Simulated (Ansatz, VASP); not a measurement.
## Ti in VASP and in Ansatz

```
Ti
1.0
     2.98882    0.00000    0.00000
    -1.49441    2.58839    0.00000
     0.00000    0.00000    4.74159
Ti
2
Direct
  0.66667 0.33333 0.75000
  0.33333 0.66667 0.25000
```

Change from the starting cell: volume scaled by 1.04.

Alike in both runs: task single point; functional PBE; k mesh 10 × 10 × 6; occupations fermi-dirac, width 0.05 eV; no spin polarisation.

|  | VASP | Ansatz |
| --- | --- | --- |
| version | VASP 6.6.1 | Ansatz 0.2.0 |
| potentials or method | VASP PAW PBE potentials, release 64 (Ti_sv) | Ansatz PAW |
| plane-wave cutoff (eV) | 520 | 420 |
| valence electrons in the cell | 24 | 24 |

```tsv
	VASP	Ansatz	Ansatz less VASP
gap on the k mesh at the Fermi level (eV)	none	none	-
pressure (GPa)	-5.5	-5.3	+0.20
largest component of the traceless stress (GPa)	0.27	0.26	-0.001
```

A gap of «none» marks a metal or a gap that the smearing closes. With one functional, cell and mesh, what is left measures potentials, basis and numerics.
